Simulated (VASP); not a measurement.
# BP (F-43m) in VASP: a series of runs, part 3 of 3

VASP 6.6.1. Earlier steps stand in the parts before.

**4. Band structure, PBE+D3, collinear spin, ferromagnetic start (volume scaled by 0.8)**

run.py

```python
from ase.calculators.vasp import Vasp
from ase.dft.bandgap import bandgap
from ase.io import read

atoms = read('BP.xyz')
atoms.set_initial_magnetic_moments([0.5, 0.0])
calc = Vasp(
    directory='calc',
    xc='pbe',
    pp='PBE',
    setups='recommended',
    prec='Accurate',
    encut=520,
    ediff=1e-06,
    ismear=0,
    sigma=0.05,
    lreal=False,
    lasph=True,
    nelm=100,
    algo='Fast',
    isif=2,
    lwave=False,
    lcharg=True,
    ispin=2,
    lorbit=11,
    ivdw=11,
    kpts=[10, 10, 10],
    gamma=True,
    nbands=15,
)
atoms.calc = calc

print('energy (eV):', atoms.get_potential_energy())
print('free energy (eV):', atoms.get_potential_energy(force_consistent=True))
efermi = calc.get_fermi_level()
print('Fermi level (eV):', efermi)
path = atoms.cell.bandpath(npoints=40, eps=1e-4)
print('path:', path.path)
calc.set(kpts=path.kpts, reciprocal=True, icharg=11, isym=0, lcharg=False)
calc.calculate(atoms)
print('gap on the path (eV):', bandgap(calc, efermi=efermi)[0])
print('direct gap on the path (eV):', bandgap(calc, efermi=efermi, direct=True)[0])
```

BP.xyz

```xyz
2
Lattice="0.0000000000 2.1063530127 2.1063530127 2.1063530127 0.0000000000 2.1063530127 2.1063530127 2.1063530127 0.0000000000" Properties=species:S:1:pos:R:3 pbc="T T T"
P      3.1595295191      3.1595295191      3.1595295191
B      0.0000000000      0.0000000000      0.0000000000
```

Potentials or basis: VASP PAW PBE potentials, release 64 (P, B).

Started as:

```bash
$ python run.py
```

Standard output:

```text
energy (eV): -12.65398132
free energy (eV): -12.65398132
Fermi level (eV): 10.58904697
path: GXWKGLUWLK,UX
gap on the path (eV): 0.8445999999999998
direct gap on the path (eV): 3.863299999999999
```

OUTCAR:

```text
ENCUT = 520.000000
   EDIFF = 1.00e-06
   GGA = PE
   PREC = Accurate
   ICHARG = 11
   ISIF = 2
   ISMEAR = 0
   ISPIN = 2
   ISYM = 0
   LORBIT = 11
   NELM = 100
   IVDW = 11
   LASPH = .TRUE.
   LREAL = .FALSE.
 IVDW          = 11

 ion  position               nearest neighbor table
   1  0.750  0.750  0.750-   2 1.82   2 1.82   2 1.82   2 1.82
   2  0.000  0.000  0.000-   1 1.82   1 1.82   1 1.82   1 1.82

IMPORTANT INFORMATION: All symmetrisations will be switched off!
NOSYMM: (Re-)initialisation of all symmetry stuff for point group C_1.

----------------------------------------------------------------------------------------

                                     Primitive cell

  volume of cell :      18.6906

  direct lattice vectors                    reciprocal lattice vectors
     0.000000000  2.106353013  2.106353013    -0.237377114  0.237377114  0.237377114
     2.106353013  0.000000000  2.106353013     0.237377114 -0.237377114  0.237377114
     2.106353013  2.106353013  0.000000000     0.237377114  0.237377114 -0.237377114
[... 1579 lines left out ...]
     13      33.3539      0.00000
     14      34.9169      0.00000
     15      39.3623      0.00000

------------------------ aborting loop because EDIFF is reached ----------------------------------------

 Edisp (eV)   -0.43479

 E8    (eV) :    -0.2054

  FORCE on cell =-STRESS in cart. coord.  units (eV):
  Direction    XX          YY          ZZ          XY          YZ          ZX
  --------------------------------------------------------------------------------------
  -------------------------------------------------------------------------------------
  Total       4.96769     8.23610     8.81560    -0.86092    -1.15758    -1.62393
  in kB     425.83493   706.00680   755.68174   -73.79918   -99.22928  -139.20469
  external pressure =      629.17 kB  Pullay stress =        0.00 kB

 VOLUME and BASIS-vectors are now :
 -----------------------------------------------------------------------------
  energy-cutoff  :      520.00
  volume of cell :       18.69
      direct lattice vectors                 reciprocal lattice vectors
     0.000000000  2.106353013  2.106353013    -0.237377114  0.237377114  0.237377114
     2.106353013  0.000000000  2.106353013     0.237377114 -0.237377114  0.237377114
     2.106353013  2.106353013  0.000000000     0.237377114  0.237377114 -0.237377114

 POSITION                                       TOTAL-FORCE (eV/Angst)
 -----------------------------------------------------------------------------------
      3.15953      3.15953      3.15953        -0.392356     -0.723729     -1.311993
      0.00000      0.00000      0.00000         0.392356      0.723729      1.311993
 -----------------------------------------------------------------------------------
    total drift:                               -0.011180     -0.040683     -0.024508

  FREE ENERGIE OF THE ION-ELECTRON SYSTEM (eV)
  ---------------------------------------------------
  free  energy   TOTEN  =       -10.9825412181 eV

  energy  without entropy=      -10.9825412181  energy(sigma->0) =      -10.98254122

 total charge

# of ion       s       p       d       tot
------------------------------------------
    1        0.973   1.722   0.000   2.695
    2        0.696   1.694   0.000   2.390
--------------------------------------------------
tot          1.669   3.416   0.000   5.085

 magnetization (x)

# of ion       s       p       d       tot
------------------------------------------
    1       -0.000  -0.000   0.000  -0.000
    2        0.000   0.000   0.000   0.000
--------------------------------------------------
tot          0.000   0.000   0.000   0.000
```

INCAR:

```text
ENCUT = 520.000000
SIGMA = 0.050000
EDIFF = 1.00e-06
ALGO = Fast
GGA = PE
PREC = Accurate
ICHARG = 11
ISIF = 2
ISMEAR = 0
ISPIN = 2
ISYM = 0
LORBIT = 11
NBANDS = 15
NELM = 100
IVDW = 11
LASPH = .TRUE.
LCHARG = .FALSE.
LWAVE = .FALSE.
LREAL = .FALSE.
MAGMOM = 1*0.5000 1*0.0000
```

Run time: 35 s. Hardware: 1 thread of Intel Xeon Platinum 8488C (Sapphire Rapids), shared host; peak memory 0.15 GiB.

Results:

```yaml
Band_gap_along_the_path: 0.84 eV, indirect (least direct gap 3.86 eV)
Net_moment: 0.00 μB per cell
Dispersion_energy_per_atom: -0.217 eV
```

Levels at the corners of the path, in eV from the Fermi level:
Spin up:
| point | band 1 | band 2 | band 3 | band 4 | band 5 | band 6 | band 7 | band 8 |
| --- | --- | --- | --- | --- | --- | --- | --- | --- |
| Γ | -17.90 | -0.32 | -0.32 | -0.32 | 3.54 | 3.54 | 3.54 | 10.61 |
| X | -11.80 | -10.10 | -5.25 | -5.25 | 0.52 | 1.17 | 13.99 | 13.99 |
| W | -11.29 | -9.30 | -7.35 | -7.17 | 4.97 | 7.03 | 8.38 | 8.49 |
| K | -11.69 | -9.54 | -8.06 | -4.51 | 1.58 | 6.22 | 10.93 | 12.34 |
| Γ | -17.90 | -0.32 | -0.32 | -0.32 | 3.54 | 3.54 | 3.54 | 10.61 |
| L | -13.64 | -11.07 | -2.32 | -2.32 | 4.54 | 4.54 | 4.89 | 10.58 |
| U | -11.69 | -9.54 | -8.06 | -4.51 | 1.58 | 6.22 | 10.93 | 12.34 |
| W | -11.29 | -9.30 | -7.35 | -7.17 | 4.97 | 7.03 | 8.38 | 8.49 |
| L | -13.64 | -11.07 | -2.32 | -2.32 | 4.54 | 4.54 | 4.89 | 10.58 |
| K | -11.69 | -9.54 | -8.06 | -4.51 | 1.58 | 6.22 | 10.93 | 12.34 |
| U | -11.69 | -9.54 | -8.06 | -4.51 | 1.58 | 6.22 | 10.93 | 12.34 |
| X | -11.80 | -10.10 | -5.25 | -5.25 | 0.52 | 1.17 | 13.99 | 13.99 |
Spin down:
```csv
point,band 2,band 3,band 4,band 5,band 6,band 7
Γ,-0.32,-0.32,-0.32,3.54,3.54,3.54
X,-10.10,-5.25,-5.25,0.52,1.17,13.99
W,-9.30,-7.35,-7.17,4.97,7.03,8.38
K,-9.54,-8.06,-4.51,1.58,6.22,10.93
Γ,-0.32,-0.32,-0.32,3.54,3.54,3.54
L,-11.07,-2.32,-2.32,4.54,4.54,4.89
U,-9.54,-8.06,-4.51,1.58,6.22,10.93
W,-9.30,-7.35,-7.17,4.97,7.03,8.38
L,-11.07,-2.32,-2.32,4.54,4.54,4.89
K,-9.54,-8.06,-4.51,1.58,6.22,10.93
U,-9.54,-8.06,-4.51,1.58,6.22,10.93
X,-10.10,-5.25,-5.25,0.52,1.17,13.99
```

Caveat: the log is that of the step along the path at fixed density, whose energy, stress, charges and moments have no meaning.

**5. Optical spectrum, r2SCAN+D4**

INCAR

```
SYSTEM = BP
  PREC = Accurate
  ENCUT = 900
  EDIFF = 1E-6
  ISMEAR = 0
  SIGMA = 0.1
  LREAL = .FALSE.
  LASPH = .TRUE.
  NELM = 60
  ALGO = Normal
  ISIF = 2
  LWAVE = .FALSE.
  LCHARG = .FALSE.
  METAGGA = R2SCAN
  LMIXTAU = .TRUE.
  IVDW = 13
  VDW_S6 = 1.0
  VDW_S8 = 0.6018749
  VDW_A1 = 0.51559235
  VDW_A2 = 5.77342911
  LOPTICS = .TRUE.
  NBANDS = 36
  NEDOS = 1000
  CSHIFT = 0.1
  NELMDL = -8
```

KPOINTS

```
Automatic mesh
0
G
  2 2 2
  0 0 0
```

POSCAR

```
BP
1.0
    0.0000000000      2.2690000000      2.2690000000
    2.2690000000      0.0000000000      2.2690000000
    2.2690000000      2.2690000000      0.0000000000
P B
1 1
Direct
    0.7500000000      0.7500000000      0.7500000000
    0.0000000000      0.0000000000      0.0000000000
```

Potentials or basis: VASP PAW PBE potentials, release 64 (P_h, B_h).

Started as:

```bash
$ cat potpaw_PBE.64/P_h/POTCAR potpaw_PBE.64/B_h/POTCAR > POTCAR
$ mpirun -np 1 vasp_std > vasp.out
```

OUTCAR:

```text
SYSTEM = BP
   PREC = Accurate
   ENCUT = 900
   EDIFF = 1E-6
   ISMEAR = 0
   LREAL = .FALSE.
   LASPH = .TRUE.
   NELM = 60
   ISIF = 2
   METAGGA = R2SCAN
   IVDW = 13
   NELMDL = -8

 ion  position               nearest neighbor table
   1  0.750  0.750  0.750-
   2  0.000  0.000  0.000-
[... 380 lines left out ...]
     1.96436    36.95417    36.95417    36.95417     0.00000     0.00000    -0.00000
     2.94654    62.45725    62.45725    62.45725     0.00000     0.00000    -0.00000
     3.92872   -20.06521   -20.06521   -20.06521     0.00000     0.00000    -0.00000
     4.91090    34.03926    34.03926    34.03926     0.00000     0.00000    -0.00000
[... 92 lines left out ...]
    96.25373     0.90222     0.90222     0.90222    -0.00000    -0.00000     0.00000
    97.23591     0.90423     0.90423     0.90423    -0.00000    -0.00000     0.00000

  frequency dependent IMAGINARY DIELECTRIC FUNCTION (independent particle, no local field effects) current-current
     E(ev)      X         Y         Z        XY        YZ        ZX
  --------------------------------------------------------------------------------------------------------------
     0.00000    58.40582    58.40582    58.40582     0.00000     0.00000     0.00000
     0.98218     6.44755     6.44755     6.44755     0.00000     0.00000     0.00000
     1.96436     4.69715     4.69715     4.69715     0.00000     0.00000     0.00000
     2.94654    11.30834    11.30834    11.30834     0.00000     0.00000     0.00000
     3.92872    13.31041    13.31041    13.31041     0.00000     0.00000     0.00000
     4.91090     6.19549     6.19549     6.19549     0.00000     0.00000     0.00000
[... 92 lines left out ...]
    96.25373     0.00001     0.00001     0.00001     0.00000     0.00000     0.00000
    97.23591     0.00000     0.00000     0.00000     0.00000     0.00000     0.00000

  frequency dependent      REAL DIELECTRIC FUNCTION (independent particle, no local field effects) current-current
     E(ev)        X           Y           Z          XY          YZ          ZX
  --------------------------------------------------------------------------------------------------------------
     0.00000    29.61221    29.61221    29.61221     0.00000     0.00000     0.00000
     0.98218    31.04313    31.04313    31.04313     0.00000     0.00000     0.00000
     1.96436    36.90164    36.90164    36.90164     0.00000     0.00000     0.00000
     2.94654    62.22095    62.22095    62.22095     0.00000     0.00000     0.00000
     3.92872   -20.41942   -20.41942   -20.41942     0.00000     0.00000     0.00000
     4.91090    33.95356    33.95356    33.95356     0.00000     0.00000     0.00000
[... 92 lines left out ...]
    96.25373     0.90223     0.90223     0.90223    -0.00000    -0.00000    -0.00000
    97.23591     0.90424     0.90424     0.90424    -0.00000    -0.00000    -0.00000
```

stdout:

```text
POSCAR found type information on POSCAR P B
 POSCAR found :  2 types and       2 ions
 scaLAPACK will be used
 -----------------------------------------------------------------------------
|                                                                             |
|                                                                             |
|     You enforced a specific xc type in the INCAR file but a different       |
|     I HOPE YOU KNOW WHAT YOU ARE DOING!                                     |
|                                                                             |
 -----------------------------------------------------------------------------

 LDA part: xc-table for (None), standard interpolation
 POSCAR, INCAR and KPOINTS ok, starting setup
 FFT: planning ... GRIDC
 FFT: planning ... GRID_SOFT
 FFT: planning ... GRID
 WAVECAR not read
 entering main loop
 optical routines
 imaginary and real dielectric function
 direction            1
 direction            2
 direction            3
```

It took 31 s on 1 thread of Intel Xeon Platinum 8488C (Sapphire Rapids), shared host; peak memory 0.18 GiB.

The run converged, but some of its settings lie outside the range that counts as converged (typed here: NELMDL = -8; k = 2 × 2 × 2), so its numbers aren't taken as properties of the crystal.

What came out:

- Free energy: -14.5798 eV
- Pressure: 13.6 GPa
- Band gap on the k mesh: 1.35 eV, indirect (least direct gap 3.52 eV)
- Dispersion energy per atom: -0.133 eV

Caveat: the k mesh is coarse (spacing up to 1.20 Å⁻¹), so the values aren't converged; spectra need much finer meshes, so this one isn't converged; independent-particle spectra lack excitons; the PAW data sets were made with another functional, which shifts forces and pressure a little.

**6. The runs side by side**

| task | level | potentials or basis | spin | cell | k mesh | cutoff (eV) | smearing | gap on the mesh (eV) | moment (μB) |
| --- | --- | --- | --- | --- | --- | --- | --- | --- | --- |
| dielectric tensor | PBE+D3 | VASP PAW PBE potentials, release 64 (P, B) | off | volume scaled by 0.92 | 10 × 10 × 10 | 520 | tetrahedron | 1.12 | - |
| band structure | optB88-vdW | VASP PAW PBE potentials, release 64 (P_GW, B_GW) | non-collinear, ferromagnetic start | volume scaled by 1.25 | 7 × 7 × 7 | 600 | fermi-dirac 0.1 eV | 1.63 | 0.00 |
| band structure | PBE+D3 | VASP PAW PBE potentials, release 64 (P, B) | collinear, ferromagnetic start | volume scaled by 0.8 | 10 × 10 × 10 | 520 | gaussian 0.05 eV | - | 0.00 |

Caveats: the PAW data sets were made with another functional, which shifts forces and pressure a little (some runs).

Absolute energies hang on the potentials; compare differences alone.
